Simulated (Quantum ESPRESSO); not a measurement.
# PtS2 under changes of volume

One of the cells (18.261 Å³/atom); the others are scaled copies at fixed shape and fractional positions:

```
Pt S
1.0
     3.54320    0.00000    0.00000
    -1.77160    3.06850    0.00000
     0.00000    0.00000    5.03880
Pt S
1 2
Direct
  0.00000 0.00000 0.00000
  0.66667 0.33333 0.77300
  0.33333 0.66667 0.22700
```

* Program: Quantum ESPRESSO 7.5
* Functional: PBE
* Potentials or basis: SSSP 1.3 efficiency PBE
* Cutoff: 748 eV
* Density cutoff: 5987 eV
* k mesh: 9 × 9 × 5
* Occupations: fermi-dirac, width 0.05 eV
* Spin: no spin polarisation

```tsv
volume (Å³/atom)	energy over the lowest point (meV/atom)	pressure (GPa)	gap on the mesh (eV)	largest force (eV/Å)
17.165	?	?	?	?
17.531	114.86	19.2	1.06	1.923
17.896	75.71	15.1	1.04	1.571
18.261	45.51	11.4	1.02	1.246
18.626	23.37	8.0	1.00	0.947
18.992	8.44	5.0	0.97	0.671
19.357	0.00	2.3	0.95	0.417
```

**Question.** What does the run at 17.165 Å³/atom give?

**Answer.** Energy over the lowest point 164.02 meV/atom; pressure 23.9 GPa; gap on the mesh 1.08 eV; largest force 2.306 eV/Å.

Worked out: A Birch-Murnaghan fit of order 3 (a polynomial in V^(-2/3)) to the other rows has its minimum at 19.72 Å³/atom, just outside them, with B0 = V·E''(V) = 124 GPa and B' = 4.8 at fixed shape and positions, which overstates the stiffness. It gives 164.20 meV/atom at 17.165 Å³/atom, against the run's 164.02, and -dE/dV = 24.0 GPa, against 23.9. A straight line through the other rows of the gap, of slope -1.12 eV per unit of ln V, extrapolates to 1.09 eV, against the run's 1.08.

Energies are extrapolated to zero smearing.

Caveats: spin-orbit coupling is left out, which moves the levels of the heavy elements; an odd mesh through Γ misses points on the zone boundary, where band edges often lie; forces of over 1 eV/Å show positions far from the minimum, so gaps and moduli don't describe the material at rest (some runs).
